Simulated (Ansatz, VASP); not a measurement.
## One calculation of NaCl, two programs

```
Na Cl
1.0
     0.00000    2.84793    2.84793
     2.84793    0.00000    2.84793
     2.84793    2.84793    0.00000
Na Cl
1 1
Direct
  0.00000 0.00000 0.00000
  0.50000 0.50000 0.50000
```

Alike in both runs: task single point; functional r2SCAN; k mesh 6 × 6 × 6; occupations gaussian, width 0.05 eV; no spin polarisation.

|  | VASP | Ansatz |
| --- | --- | --- |
| version | VASP 6.6.1 | Ansatz 0.2.0 |
| potentials or method | VASP PAW PBE potentials, release 64 (Na_pv, Cl) | scalar-relativistic, plane waves, PAW |
| plane-wave cutoff (eV) | 520 | 500 |
| valence electrons in the cell | 14 | 16 |

```tsv
	VASP	Ansatz	Ansatz less VASP
gap on the k mesh at the Fermi level (eV)	5.80	5.78	-0.023
least direct gap on the mesh (eV)	5.80	5.78	-0.023
pressure (GPa)	-1.4	-1.1	+0.22
```

The two sets of potentials don't hold the same shells in valence.

Caveats: the PAW data sets were made with another functional, which shifts forces and pressure a little (VASP). r2SCAN opens gaps a little over a GGA but as a rule still falls short of measured ones.
